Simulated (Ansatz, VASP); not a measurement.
## Na in VASP and in Ansatz

```xyz
1
Lattice="0.0000 2.5198 2.5198 2.5198 0.0000 2.5198 2.5198 2.5198 0.0000" Properties=species:S:1:pos:R:3 pbc="T T T"
Na    0.0000    0.0000    0.0000
```

Alike in both runs: task single point; functional PBEsol; k mesh 12 × 12 × 12; occupations fermi-dirac, width 0.1 eV; no spin polarisation.

|  | VASP | Ansatz |
| --- | --- | --- |
| version | VASP 6.6.1 | Ansatz 0.2.0 |
| potentials or method | VASP PAW PBE potentials, release 64 (Na_pv) | plane waves (420 eV) with PAW, scalar-relativistic |
| plane-wave cutoff (eV) | 520 | 420 |
| valence electrons in the cell | 7 | 9 |

```csv
,VASP,Ansatz,Ansatz less VASP
pressure (GPa),1.3,1.3,-0.01
```

The two sets of potentials don't hold the same shells in valence. Ansatz warned: «pseudo_functional_mismatch».

Caveats: the PAW data sets were made with another functional, which shifts forces and pressure a little (VASP).
